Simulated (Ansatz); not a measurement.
**TiO2 (fluorite) under strain**

TiO2 (fluorite), relaxed with r2SCAN in Ansatz 0.2.0. It is cubic, Fm-3m (No. 225); conventional cell a = 4.794 Å, 9.18 Å³ an atom. Ti is surrounded by 8 O at 2.08 Å; O is surrounded by 4 Ti at 2.08 Å.

The axes x, y and z are those of this cell:
```
Ti O
1.0
     0.00000    2.39683    2.39683
     2.39683    0.00000    2.39683
     2.39683    2.39683    0.00000
Ti O
1 2
Direct
  0.00000 0.00000 0.00000
  0.25000 0.25000 0.25000
  0.75000 0.75000 0.75000
```

Unstrained: The PBE gap is indirect, 1.145 eV (X to Γ), below the direct gap of 1.850 eV at X. The r2SCAN gap is indirect, 1.508 eV (X to Γ), below the direct gap of 2.205 eV at X. The HSE06 gap is indirect, 2.630 eV (X to Γ), below the direct gap of 3.354 eV at X. Meshes: PBE 10×10×10, r2SCAN 10×10×10, HSE06 6×6×6. Strains are changes of length per length. After each strain the atoms were relaxed again with r2SCAN within the symmetry that the strain leaves, so tilts or polar shifts that break it weren't tested; points keep the names that they have in the unstrained zone. Spin-unpolarised throughout. Whether this structure exists isn't addressed.

Changes of the least gap in eV (an overlap counts as a negative gap):
```
                            strain  volume change (%)  space group     PBE  r2SCAN   HSE06  energy rise, r2SCAN (meV/atom)
      uniaxial +3.66 % along [111]               +3.7         R-3m  -0.022  -0.032  -0.046                            11.4
          uniaxial -5.46 % along z               -5.5       I4/mmm  -0.612  -0.616  -0.626                            62.3
biaxial -5.12 % in x and y, z held              -10.0       I4/mmm  -0.362  -0.346  -0.345                           127.1
```

Uniaxial +3.66 % along [111], other directions held. HSE06: the gap goes from 2.630 to 2.584 eV (-0.046 eV). Stress change with r2SCAN, compression positive: xx -9.03, yy -9.03, zz -9.03, xy -0.66, xz -0.66, yz -0.66 GPa.

Uniaxial -5.46 % along z, other directions held. HSE06: the gap goes from 2.630 to 2.004 eV (-0.626 eV). Stress change with r2SCAN, compression positive: xx +5.94, yy +5.94, zz +41.76 GPa.

Biaxial -5.12 % in x and y, z held. HSE06: the gap goes from 2.630 to 2.285 eV (-0.345 eV). Stress change with r2SCAN, compression positive: xx +48.55, yy +48.55, zz +12.55 GPa.

The meshes of the hybrids are coarse, so their gaps aren't converged to the digits shown.
